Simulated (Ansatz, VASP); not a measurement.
Two plane-wave programs on TiH4

```
Ti H
1.0
    -2.13213    2.13213    2.13213
     2.13213   -2.13213    2.13213
     2.13213    2.13213   -2.13213
Ti H
1 4
Direct
  0.00000 0.00000 0.00000
  0.50000 0.50000 0.50000
  0.00000 0.00000 0.50000
  0.00000 0.50000 0.00000
  0.50000 0.00000 0.00000
```

Alike in both runs: functional PBE; k mesh 12 × 12 × 12; occupations gaussian, width 0.1 eV; no spin polarisation.

Ansatz relaxed the structure, and its values are those at the end. VASP's run is a single point on that final structure, the one shown.

```csv
,VASP,Ansatz
version,VASP 6.6.1,Ansatz 0.2.0
potentials or method,"VASP PAW PBE potentials, release 64 (Ti_sv, H)","scalar-relativistic, plane waves, PAW"
plane-wave cutoff (eV),520,420
valence electrons in the cell,16,16
```

VASP gave:

* gap on the k mesh at the Fermi level (eV): none
* pressure (GPa): -0.1

Question: Estimate Ansatz's values.

Answer: gap on the k mesh at the Fermi level (eV): none; pressure (GPa): 0.0.

A gap of «none» marks a metal or a gap that the smearing closes. With one functional, cell and mesh, what is left measures potentials, basis and numerics.
